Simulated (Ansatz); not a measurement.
PbS: work and stress of cleavage

All numbers below come from DFT PBE+D3(BJ), scalar-relativistic, plane waves, PAW (Ansatz 0.2.0). Settings: plane waves to 420 eV, k-mesh 8×8×3 (Γ-centred), Gaussian smearing 0.03 eV. Spin–orbit coupling is left out, which can shift energies with elements as heavy as these. No spin polarisation. Energies are free energies at this smearing, counted from the undisturbed cell; pressure is positive in compression.

Zero of the scan (relaxed at this level):

```xyz
8
Lattice="-2.9671 -2.9671 0.0000 2.9671 -2.9671 0.0000 0.0000 0.0000 11.8685" Properties=species:S:1:pos:R:3 pbc="T T T"
Pb    0.0000   -2.9671    1.4836
Pb    0.0000    0.0000    4.4507
Pb    0.0000   -2.9671    7.4178
Pb    0.0000    0.0000   10.3850
S     0.0000    0.0000    1.4836
S     0.0000   -2.9671    4.4507
S     0.0000    0.0000    7.4178
S     0.0000   -2.9671   10.3850
```

The cut lies on the cell's a–b face, a (0 0 1) plane (indices in the standard cell, whose axes needn't be the Cartesian ones shown) of area 17.61 Å², between layers 2.97 Å apart. Vector c is lengthened by d along the normal with the atoms' Cartesian places fixed: one unrelaxed cut a cell. The traction is positive where the two halves pull on each other.

| d (Å) | energy (J/m²) | traction (GPa) |
| --- | --- | --- |
| -0.30 | 0.223 | -18.31 |
| -0.15 | 0.044 | -6.57 |
| 0.00 | 0.000 | -0.02 |
| 0.25 | 0.069 | 4.58 |
| 0.50 | 0.198 | 5.43 |
| 0.75 | 0.329 | 4.94 |
| 1.00 | 0.443 | 4.10 |
| 1.50 | 0.607 | 2.58 |
| 2.00 | 0.710 | 1.60 |
| 3.00 | 0.814 | 0.65 |
| 4.50 | 0.871 | 0.21 |
| 6.00 | 0.892 | 0.09 |

Question: What are the work of separation and the cleavage stress, and do they fit the universal binding curve?

Answer: The energy levels off near W ≈ 0.892 J/m² (the traction is down to 0.09 GPa), the energy of the two unrelaxed faces, 0.446 J/m² each on average. The largest sampled traction is 5.43 GPa at d = 0.50 Å, and a parabola through it and its two neighbours peaks at σ_max ≈ 5.45 GPa, d ≈ 0.53 Å. The curve E = W[1 − (1 + d/ℓ)exp(−d/ℓ)] peaks in traction at d = ℓ with σ_max = W/(eℓ); with 1 J/m² per Å = 10 GPa this W and σ_max give ℓ = 0.60 Å. A parabola through that curve at the same three d peaks at 0.62 Å, against 0.53 Å here, a fair fit. Real crystals break at far lower stress, because cracks concentrate it, and on the plane of lowest W, which needn't be this one.

The cut is rigid; relaxing the faces lowers these energies and usually the stresses.

Cost: 12 runs of about 3.2 core-minutes in all, on Intel Xeon (Skylake/Cascade Lake) (shared hosts).